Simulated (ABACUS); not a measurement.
# TePb (Pm-3m) in ABACUS: reference runs, part 2 of 2

ABACUS 3.10.1. The steps go on from the part before.

## 3. Single point, PBE (atoms moved at random, drawn with an rms of 0.05 Å)

File INPUT:

```
INPUT_PARAMETERS
suffix              TePb
calculation         scf
basis_type          pw
pseudo_dir          ./
symmetry            1
dft_functional      pbe
ecutwfc             83
pseudo_rcut         10
nspin               1
nbands              19
ks_solver           dav
smearing_method     fd
smearing_sigma      0.00367493
scf_thr             1e-08
scf_nmax            100
mixing_type         broyden
mixing_beta         0.7
cal_force           1
cal_stress          1
kpar                4
```

File STRU:

```
ATOMIC_SPECIES
Pb 207.2000 Pb.upf
Te 127.6000 Te.upf

LATTICE_CONSTANT
1.8897261246

LATTICE_VECTORS
4.0022870000 0.0000000000 0.0000000000
0.0000000000 4.0022870000 0.0000000000
0.0000000000 0.0000000000 4.0022870000

ATOMIC_POSITIONS
Direct

Pb
0.0
1
-0.0096090000 0.0075940000 -0.0102770000 1 1 1

Te
0.0
1
0.4833350000 0.4970930000 0.4993410000 1 1 1
```

File KPT:

```
K_POINTS
0
Gamma
7 7 7 0 0 0
```

Potentials or basis: PseudoDojo NC SR 0.4.1 PBE standard, plane waves.

Run with:

```bash
$ OMP_NUM_THREADS=1 mpirun -np 4 abacus > log
```

running log:

```text
ABACUS v3.10.1

               Atomic-orbital Based Ab-initio Computation at UStc

 ------------------------------------------------------------------------------------

 READING GENERAL INFORMATION
                           global_out_dir = OUT.TePb/
                           global_in_card = INPUT
                               pseudo_dir = ./
                              orbital_dir =
                                    DSIZE = 4
                                    GSIZE = 1
[... 5 lines left out ...]

 READING ATOM TYPE 1
                               atom label = Pb
                      L=0, number of zeta = 1
                      L=1, number of zeta = 1
                      L=2, number of zeta = 1
             number of atom for this type = 1

 READING ATOM TYPE 2
                               atom label = Te
                      L=0, number of zeta = 1
                      L=1, number of zeta = 1
                      L=2, number of zeta = 1
             number of atom for this type = 1

                        TOTAL ATOM NUMBER = 2
DIRECT COORDINATES
    atom                   x                   y                   z     mag                  vx                  vy                  vz
taud_Pb1            0.9903910000        0.0075940000        0.9897230000  0.0000        0.0000000000        0.0000000000        0.0000000000
taud_Te1            0.4833350000        0.4970930000        0.4993410000  0.0000        0.0000000000        0.0000000000        0.0000000000

                          Volume (Bohr^3) = 432.635
                             Volume (A^3) = 64.1098

 Lattice vectors: (Cartesian coordinate: in unit of a_0)
             +4.00229                  +0                  +0
                   +0            +4.00229                  +0
                   +0                  +0            +4.00229
 Reciprocal vectors: (Cartesian coordinate: in unit of 2 pi/a_0)
            +0.249857                  -0                  +0
                   -0           +0.249857                  -0
                   +0                  -0           +0.249857
 The esolver type has been set to : ksdft_pw

                PAO radial cut off (Bohr) = 10

 Read in pseudopotential file is Pb.upf
                     pseudopotential type = NC
          exchange-correlation functional = PBE
                 nonlocal core correction = 1
                        valence electrons = 14
                                     lmax = 2
                           number of zeta = 3
[... 7 lines left out ...]
                PAO radial cut off (Bohr) = 10

 Read in pseudopotential file is Te.upf
                     pseudopotential type = NC
          exchange-correlation functional = PBE
                 nonlocal core correction = 1
                        valence electrons = 16
                                     lmax = 2
                           number of zeta = 3
[... 5 lines left out ...]
                           L of projector = 2
                           L of projector = 2
     initial pseudo atomic orbital number = 18

 SETUP THE ELECTRONS NUMBER
            electron number of element Pb = 14
      total electron number of element Pb = 14
            electron number of element Te = 16
      total electron number of element Te = 16
            AUTOSET number of electrons:  = 30
                           occupied bands = 15
                                   NBANDS = 19
                                   NLOCAL = 18

%%%%%%%%%%%%%%%%%%%%%%%%%%%%%%%%%%%%%%%%%%%%%%%%%%%%%%%%%%%%%%%%%%%%%%%%%%%%%%%%%%%%%%%%%%%%%%%%%%%%%%%%%%
 Warning: the number of valence electrons in pseudopotential > 4 for Pb: [Xe] 4f14 5d10 6s2 6p2
 Warning: the number of valence electrons in pseudopotential > 6 for Te: [Kr] 4d10 5s2 5p4
 Pseudopotentials with additional electrons can yield (more) accurate outcomes, but may be less efficient.
 If you're confident that your chosen pseudopotential is appropriate, you can safely ignore this warning.
%%%%%%%%%%%%%%%%%%%%%%%%%%%%%%%%%%%%%%%%%%%%%%%%%%%%%%%%%%%%%%%%%%%%%%%%%%%%%%%%%%%%%%%%%%%%%%%%%%%%%%%%%%

 SETUP THE PLANE WAVE BASIS
[... 106 lines left out ...]

                               nkstot now = 172
[... K-POINTS DIRECT COORDINATES: 172 rows ...]

           k-point number in this process = 43
       minimum distributed K point number = 43
[... stars of the k points ...]

[... K-POINTS CARTESIAN COORDINATES: 43 rows ...]

[... K-POINTS DIRECT COORDINATES: 43 rows ...]

 SETUP PLANE WAVES FOR WAVE FUNCTIONS
     energy cutoff for wavefunc (unit:Ry) = 83
              fft grid for wave functions = [ 45, 45, 45 ]
                    number of plane waves = 6451
                         number of sticks = 421

 PARALLEL PW FOR WAVE FUNCTIONS
     PROC   COLUMNS(POT)             PW
        1            421           6451
 --------------- sum -------------------
        1            421           6451

 SETUP NONLOCAL PSEUDOPOTENTIALS IN PLANE WAVE BASIS
 Pb non-local projectors:
 projector 1 L=0
 projector 2 L=0
 projector 3 L=1
 projector 4 L=1
 projector 5 L=2
 projector 6 L=2
 Te non-local projectors:
 projector 1 L=0
 projector 2 L=0
 projector 3 L=1
 projector 4 L=1
 projector 5 L=2
 projector 6 L=2
      TOTAL NUMBER OF NONLOCAL PROJECTORS = 36

 Init Non-Local PseudoPotential table :
 Init Non-Local-Pseudopotential done.

                                     npwx = 5533

 Make real space PAO into reciprocal space.
       max mesh points in Pseudopotential = 1001
     dq(describe PAO in reciprocal space) = 0.01
                                    max q = 1098

 number of pseudo atomic orbitals for Pb is 3
WARNING: norm of atomic wavefunction # 3 of atomic type Pb is 0.999464, renormalized

 number of pseudo atomic orbitals for Te is 3
WARNING: norm of atomic wavefunction # 3 of atomic type Te is 0.999974, renormalized

 -------------------------------------------
 SELF-CONSISTENT
 -------------------------------------------
                                 init_chg = atomic

 PW ALGORITHM --------------- ION=   1  ELEC=   1--------------------------------

 Notice: Threshold on eigenvalues was too large.
 hsover_error=0.3 > DRHO=0.054732
 Origin diag ethr = 0.01
 New diag ethr = 0.00018244

 Density error is 0.0535033529438
                          Error Threshold = 0.000182440152863
----------------------------------------------------------
     Energy           Rydberg                 eV
----------------------------------------------------------
 E_KohnSham     -350.4936696299      -4768.7110198966
 E_Harris       -350.0817711991      -4763.1068542400
 E_Fermi        0.7113520007         9.6784404926
----------------------------------------------------------
[... 75 lines left out ...]
 Density error is 2.42215785277e-09
                          Error Threshold = 5.27403033725e-11
----------------------------------------------------------
     Energy           Rydberg                 eV
----------------------------------------------------------
 E_KohnSham     -350.5090219584      -4768.9198990417
 E_KS(sigma->0) -350.5085329561      -4768.9132458231
 E_Harris       -350.5089415112      -4768.9188045016
 E_band         -20.9155612209       -284.5708094723
 E_one_elec     -120.3896886211      -1637.9857456926
 E_Hartree      76.1283264996        1035.7790195995
 E_xc           -89.2111699131       -1213.7802360637
 E_Ewald        -217.0355119192      -2952.9196304478
 E_entropy(-TS) -0.0009780047        -0.0133064372
 E_descf        0.0000000000         0.0000000000
 E_exx          0.0000000000         0.0000000000
 E_Fermi        0.7333067732         9.9771504978
----------------------------------------------------------

 charge density convergence is achieved
 final etot is -4768.919899 eV
 EFERMI = 9.9771504978 eV

 STATE ENERGY(eV) AND OCCUPATIONS    NSPIN == 1
 1/43 kpoint (Cartesian) = 0.0000 0.0000 0.0000 (5497 pws)
       1       -26.3560     0.00583090
       2       -26.3560     0.00583090
       3       -26.3535     0.00583090
       4       -26.3532     0.00583090
       5       -26.3532     0.00583090
       6       -7.16638     0.00583090
[... 104 lines left out ...]
       6       -7.15895      0.0116618
[... 11 lines left out ...]
      18        14.5508    2.19195e-42
      19        14.8854    2.71921e-45

[... levels at 37 further k points ...]

------------------------------------------------------------------------------------------
 TOTAL-FORCE (eV/Angstrom)
------------------------------------------------------------------------------------------
                       Pb1         0.0158277319         0.0234991899        -0.0215394532
                       Te1        -0.0158277319        -0.0234991899         0.0215394532
------------------------------------------------------------------------------------------

----------------------------------------------------------------
 TOTAL-STRESS (KBAR)
----------------------------------------------------------------
         0.4982374083         0.1428111930        -0.1309209914
         0.1428111930         0.5299561172        -0.1940829521
        -0.1309209914        -0.1940829521         0.5198507904
----------------------------------------------------------------
 TOTAL-PRESSURE: 0.516015 KBAR

 --------------------------------------------
 !FINAL_ETOT_IS -4768.9198990417180539 eV
 --------------------------------------------
```

Run time: 47 s. Hardware: 4 MPI ranks of Intel Xeon Platinum 8488C (Sapphire Rapids), shared host; peak memory 0.72 GiB.

Results:

* Free energy: -4768.9199 eV
* Pressure: 0.1 GPa
* Largest force: 0.036 eV/Å
* Band gap on the k mesh: none (metal or under the smearing width)

Forces in eV/Å, atoms in the order of the input:
```
Pb   0.016  0.023 -0.022
Te  -0.016 -0.023  0.022
```

The run has no spin-orbit coupling, so splittings on Pb, Te are missing.
